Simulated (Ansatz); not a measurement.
**512-atom supercell of zincblende SiC**

Aim: the perfect cell at several levels of theory (PBEsol, HSE06 and r²SCAN), as the reference that defects and stacks are counted from.

Program: Ansatz 0.2.0, PAW, plane waves. These are calculated values, not measurements.

## Step 1: The system as built

512 atoms (256 Si, 256 C); a = 17.427 Å, b = 17.427 Å, c = 17.427 Å, α = 90.00°, β = 90.00°, γ = 90.00°.

Steps to follow: (2) PBEsol single point at the single k point (¼, ¼, ¼), on 1 × NVIDIA GB200 with 8 threads of Arm Neoverse-V2; (3) HSE06 single point at the single k point (¼, ¼, ¼), on 1 × NVIDIA GB200 with 8 threads of Arm Neoverse-V2; (4) r²SCAN single point at the single k point (¼, ¼, ¼), on 1 × NVIDIA GB200 with 8 threads of Arm Neoverse-V2.

## Step 2: PBEsol single point

Input file in.yaml:

```yaml
crystal:
  lattice:
    - [17.427413, 0.000000, 0.000000]
    - [0.000000, 17.427413, 0.000000]
    - [0.000000, 0.000000, 17.427413]
  atoms:
    - { symbol: Si, position: [0.000000, 0.000000, 0.000000] }
    - { symbol: Si, position: [0.000000, 0.000000, 0.250000] }
    - { symbol: Si, position: [0.000000, 0.000000, 0.500000] }
    - { symbol: Si, position: [0.000000, 0.000000, 0.750000] }
    # ... 508 atom lines left out here ...
  symmetry: { detect: false }
kpoints:
  mp_grid: { grid: [1, 1, 1], shift: [0.25, 0.25, 0.25] }
hamiltonian:
  xc: pbesol
scf:
  occupations: { method: fermi_dirac, width: 0.01 }
output:
  forces: true
  eigenvalues: true
  stress: true
  populations: true
  eigenstates: { kpoints: [[0.25, 0.25, 0.25]], e_range: [-6.0, 6.0], localisation: true }
```

Command:

```
> ansatz run in.yaml --threads 8 --pin off --max-ram 118750MiB --runs-dir r --events-out ev --progress --plain --backend cuda --devices 0, --max-vram 170GiB
```

## Step 3: Single point with HSE06

Changes to in.yaml since step 2:

```diff
@@ -15,3 +15,3 @@
 hamiltonian:
-  xc: pbesol
+  xc: hse06
 scf:
@@ -21,3 +21,2 @@
   eigenvalues: true
-  stress: true
   populations: true
```

## Step 4: r²SCAN on the same atoms

Changes to in.yaml since step 3:

```diff
@@ -15,3 +15,3 @@
 hamiltonian:
-  xc: hse06
+  xc: r2scan
 scf:
```

Before running it: what results should come out? Wanted: for each run, top filled to lowest empty; energy; pressure.

**Answer**, as computed:

```
 level           time  top filled to lowest empty (eV)  energy (eV/atom)  pressure (GPa)
PBEsol  5.3 min (GPU)                             1.59         -434.3531           -0.01
 HSE06   26 min (GPU)                             2.58         -443.8960               -
r²SCAN  6.8 min (GPU)                             2.06         -445.6670               -
```

**What this shows.** At the same k points, PBEsol gives a spacing 1.00 eV smaller and r²SCAN gives a spacing 0.52 eV smaller than the 2.58 eV of HSE06. Exact exchange costs time: HSE06 ran about 4.9 times as long as PBEsol on the same kind of device. With one k point the spacing samples only the states that fold onto it, so it can exceed the gap over the zone.
